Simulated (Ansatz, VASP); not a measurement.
One calculation of Al, two programs

```xyz
1
Lattice="-1.6262 1.6262 1.6262 1.6262 -1.6262 1.6262 1.6262 1.6262 -1.6262" Properties=species:S:1:pos:R:3 pbc="T T T"
Al    0.0000    0.0000    0.0000
```

Alike in both runs: functional revPBE; k mesh 14 × 14 × 14; occupations fermi-dirac, width 0.1 eV; no spin polarisation.

Ansatz relaxed the structure, and its values are those at the end. VASP's run is a single point on that final structure, the one shown.

|  | VASP | Ansatz |
| --- | --- | --- |
| version | VASP 6.6.1 | Ansatz 0.2.0 |
| potentials or method | VASP PAW PBE potentials, release 64 (Al) | plane waves (420 eV) with PAW, scalar-relativistic |
| plane-wave cutoff (eV) | 520 | 420 |
| valence electrons in the cell | 3 | 3 |

|  | VASP | Ansatz | Ansatz less VASP |
| --- | --- | --- | --- |
| pressure (GPa) | -0.1 | 0.0 | +0.14 |

The functional is the same, so the differences come from potentials, cutoffs and numerics.

Caveats: the PAW data sets were made with another functional, which shifts forces and pressure a little (VASP).
